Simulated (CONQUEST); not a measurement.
# Pd under changes of volume

One of the cells (14.750 Å³/atom); the others are scaled copies at fixed shape and fractional positions:

```
Pd
1.0
     2.75277    0.00000    0.00000
     0.00000    2.75277    0.00000
     0.00000    0.00000    3.89300
Pd
2
Cartesian
  0.0000 0.0000 0.0000
  1.3764 1.3764 1.9465
```

| Item | Value |
| --- | --- |
| Program | CONQUEST 1.3 |
| Functional | PBE |
| Potentials or basis | PseudoDojo NC PBE, DZP, grid of 32 × 32 × 40 points |
| k mesh | 10 × 10 × 7 |
| Occupations | fermi-dirac, width 0.05 eV |
| Spin | no spin polarisation |

```tsv
volume (Å³/atom)	energy over the lowest point (meV/atom)	pressure (GPa)
13.865	?	?
14.160	68.58	18.9
14.455	38.80	13.8
14.750	18.04	9.2
15.045	5.37	4.9
15.340	0.00	1.4
15.635	0.45	-1.5
```

Task: What does the run at 13.865 Å³/atom give?

Result: Energy over the lowest point 108.12 meV/atom; pressure 24.6 GPa.

Worked out: A Birch-Murnaghan fit of order 3 (a polynomial in V^(-2/3)) to the other rows has its minimum at 15.46 Å³/atom with B0 = V·E''(V) = 166 GPa and B' = 6.1. It gives 108.99 meV/atom at 13.865 Å³/atom, against the run's 108.12, and -dE/dV = 25.1 GPa, against 24.6.

Energies are extrapolated to zero smearing.

Caveats: the basis of atomic orbitals isn't converged, which shifts pressures, moduli and gaps; the real-space grid breaks the cell's symmetry a little (some runs).
